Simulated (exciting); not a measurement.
Here is an exciting (release sodium) calculation.

Contents of input.xml:

```xml
<input>
  <title>FeO</title>
  <structure speciespath="./" tshift="false">
    <crystal scale="5.6824050371">
      <basevect>0.000000000000 0.707106781181 0.707106781181</basevect>
      <basevect>0.707106781181 0.000000000000 0.707106781181</basevect>
      <basevect>0.707106781181 0.707106781181 0.000000000000</basevect>
    </crystal>
    <species speciesfile="Fe.xml" rmt="2">
      <atom coord="0.000000000000 0.000000000000 0.000000000000" bfcmt="0 0 -8"/>
    </species>
    <species speciesfile="O.xml" rmt="1.45">
      <atom coord="0.500000000000 0.500000000000 0.500000000000" bfcmt="0 0 0"/>
    </species>
  </structure>
  <groundstate do="fromscratch" ngridk="8 8 8" rgkmax="6.5" gmaxvr="14" lmaxapw="10" lmaxmat="10" lmaxvr="8" xctype="GGA_PBE" stype="Methfessel-Paxton 1" swidth="0.00183747" nempty="24" ValenceRelativity="iora*" epsengy="1e-05" epspot="1e-05" maxscl="90" outputlevel="normal">
    <spin reducebf="0.5"/>
  </groundstate>
  <properties>
    <bandstructure>
      <plot1d>
        <path steps="80">
          <point coord="0 0 0" label="G"/>
          <point coord="0.5 0 0.5" label="X"/>
          <point coord="0.5 0.25 0.75" label="W"/>
          <point coord="0.375 0.375 0.75" label="K"/>
          <point coord="0 0 0" label="G"/>
          <point coord="0.5 0.5 0.5" label="L"/>
          <point coord="0.625 0.25 0.625" label="U"/>
          <point coord="0.5 0.25 0.75" label="W"/>
          <point coord="0.5 0.5 0.5" label="L"/>
          <point coord="0.375 0.375 0.75" label="K" breakafter="true"/>
          <point coord="0.625 0.25 0.625" label="U"/>
          <point coord="0.5 0 0.5" label="X"/>
        </path>
      </plot1d>
    </bandstructure>
    <chargedensityplot>
      <plot3d>
        <box grid="16 16 16">
          <origin coord="0 0 0"/>
          <point coord="1 0 0"/>
          <point coord="0 1 0"/>
          <point coord="0 0 1"/>
        </box>
      </plot3d>
    </chargedensityplot>
    <elfplot>
      <plot3d>
        <box grid="16 16 16">
          <origin coord="0 0 0"/>
          <point coord="1 0 0"/>
          <point coord="0 1 0"/>
          <point coord="0 0 1"/>
        </box>
      </plot3d>
    </elfplot>
    <exccplot>
      <plot3d>
        <box grid="16 16 16">
          <origin coord="0 0 0"/>
          <point coord="1 0 0"/>
          <point coord="0 1 0"/>
          <point coord="0 0 1"/>
        </box>
      </plot3d>
    </exccplot>
  </properties>
</input>
```

Potentials or basis: all-electron LAPW+lo, shipped species files, valence relativity iora*.

Launch:

```bash
$ OMP_NUM_THREADS=1 exciting_smp
```

Problem. Predict the net moment.

Solution. 4.00 μB per cell.

Problem. Predict the site moments.

Solution. Fe +3.53; O +0.30 μB.

Problem. Estimate the band gap on the k mesh.

Solution. None (metal or under the smearing width).

Levels at the corners of the path, in eV from the Fermi level:
Spin up:
```
point  band 10  band 11  band 12  band 13  band 14  band 15  band 16  band 17
    Γ    -3.93    -3.93    -3.70    -3.70     0.30    15.44    17.79    17.79
    X    -3.28    -2.76    -2.76    -2.71     5.56     9.01    11.18    15.19
    W    -3.03    -2.85    -2.76    -1.64     7.81     9.26     9.26    12.19
    K    -2.91    -2.61    -2.39    -1.63     7.10     9.00     9.04    14.55
    Γ    -3.93    -3.93    -3.70    -3.70     0.30    15.44    17.79    17.79
    L    -3.05    -2.46    -0.20    -0.20     4.17     8.87    12.80    12.80
    U    -2.91    -2.61    -2.39    -1.63     7.10     9.00     9.04    14.55
    W    -3.03    -2.85    -2.76    -1.64     7.81     9.26     9.26    12.19
    L    -3.05    -2.46    -0.20    -0.20     4.17     8.87    12.80    12.80
    K    -2.91    -2.61    -2.39    -1.63     7.10     9.00     9.04    14.55
    U    -2.91    -2.61    -2.39    -1.63     7.10     9.00     9.04    14.55
    X    -3.28    -2.76    -2.76    -2.71     5.56     9.01    11.18    15.19
```
Spin down:
| point | band 6 | band 7 | band 8 | band 9 | band 10 | band 11 | band 12 | band 13 |
| --- | --- | --- | --- | --- | --- | --- | --- | --- |
| Γ | -3.41 | -3.41 | -3.41 | -0.82 | -0.82 | -0.82 | 0.16 | 0.16 |
| X | -7.16 | -4.62 | -4.62 | -2.29 | 0.75 | 0.76 | 0.76 | 1.23 |
| W | -6.37 | -6.37 | -5.78 | -0.08 | -0.08 | 0.76 | 1.12 | 1.89 |
| K | -6.78 | -6.38 | -5.07 | -0.88 | 0.57 | 0.68 | 1.38 | 1.83 |
| Γ | -3.41 | -3.41 | -3.41 | -0.82 | -0.82 | -0.82 | 0.16 | 0.16 |
| L | -8.34 | -5.41 | -5.41 | 0.39 | 0.39 | 0.62 | 2.92 | 2.92 |
| U | -6.78 | -6.38 | -5.07 | -0.88 | 0.57 | 0.68 | 1.38 | 1.83 |
| W | -6.37 | -6.37 | -5.78 | -0.08 | -0.08 | 0.76 | 1.12 | 1.89 |
| L | -8.34 | -5.41 | -5.41 | 0.39 | 0.39 | 0.62 | 2.92 | 2.92 |
| K | -6.78 | -6.38 | -5.07 | -0.88 | 0.57 | 0.68 | 1.38 | 1.83 |
| U | -6.78 | -6.38 | -5.07 | -0.88 | 0.57 | 0.68 | 1.38 | 1.83 |
| X | -7.16 | -4.62 | -4.62 | -2.29 | 0.75 | 0.76 | 0.76 | 1.23 |

Caveat: a cell with one magnetic atom can't hold antiferromagnetic order, which such compounds often take; semilocal functionals often make such compounds metallic where correlation or magnetic order opens a gap, which also shifts bond lengths.
